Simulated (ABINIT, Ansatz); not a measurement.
Given: the input of a run of ABINIT 10.8.3 (patched build) on Sb. The given cell was strained at random by a few per cent at fixed volume. This isn't the form of Sb at room conditions, which is rhombohedral.

Contents of run.abi:

```
# Pseudopotentials
pp_dirpath "./"
pseudos "Sb.GGA_PBE-JTH.xml"

# Structure
acell 3*1.0 Angstrom
rprim
    -0.0167630000     2.3807070000     2.4016500000
     2.3697530000     0.0443490000     2.3405380000
     2.4096310000     2.3594730000     0.0044710000
ntypat 1
znucl 51
natom 1
typat 1
xcart
     0.0099439849    -0.0807159004     0.0235994919
chkprim 0
chksymtnons 0
tolsym 1.0e-6

# Plane-wave basis
ecut 16.0
pawecutdg 32.0
pawxcdev 0

# k points
kptopt 1
ngkpt 10 10 10
nshiftk 1
shiftk 0.0 0.0 0.0

# Exchange and correlation
ixc 11

# Bands and occupations
nband 12
occopt 3
tsmear 0.05 eV

# SCF cycle
nstep 100
tolvrs 1.0e-9

# Output
iomode 3
prtwf 0
prtden 0
prteig 0
prtebands 0
```

Potentials or basis: JTH PAW PBE v2.0.

Launch:

```console
$ abinit run.abi > log 2>&1
```

Set up the same calculation for Ansatz 0.2.0. Potentials or basis there: all-electron LAPW, scalar-relativistic.

As run (cutoffs and basis follow the program's own potentials, and thresholds, step limits or extra output files can differ):

input.yaml

```yaml
crystal:
  lattice:
    - [-0.016763, 2.380707, 2.40165]
    - [2.369753, 0.044349, 2.340538]
    - [2.409631, 2.359473, 0.004471]
  atoms:
    - { symbol: Sb, position: [-0.007538, 0.013091, -0.010743] }
kpoints:
  mp_grid: { grid: [10, 10, 10] }
scf:
  occupations: { method: fermi_dirac, width: 0.05 }
hamiltonian:
  xc: pbe
  pseudopotentials: { kind: all_electron, lapw: { basis_error: 0.001 } }
output:
  forces: true
  stress: true
  eigenvalues: true
  populations: true
```

Potentials or basis: all-electron LAPW, scalar-relativistic.

Command:

```sh
$ ansatz run input.yaml --threads 1 --pin off --max-ram 3072MiB --backend cpu --events-out ev --progress --plain --runs-dir out
```

Both were run:

|  | ABINIT | Ansatz |
| --- | --- | --- |
| Pressure | 1.6 GPa | 1.8 GPa |

Where Ansatz's input types no cutoff or centring, it takes its own default and a Γ-centred mesh.

The undisturbed cell isn't at this level's minimum, so the move can lower the energy.

Pressure is positive in compression.
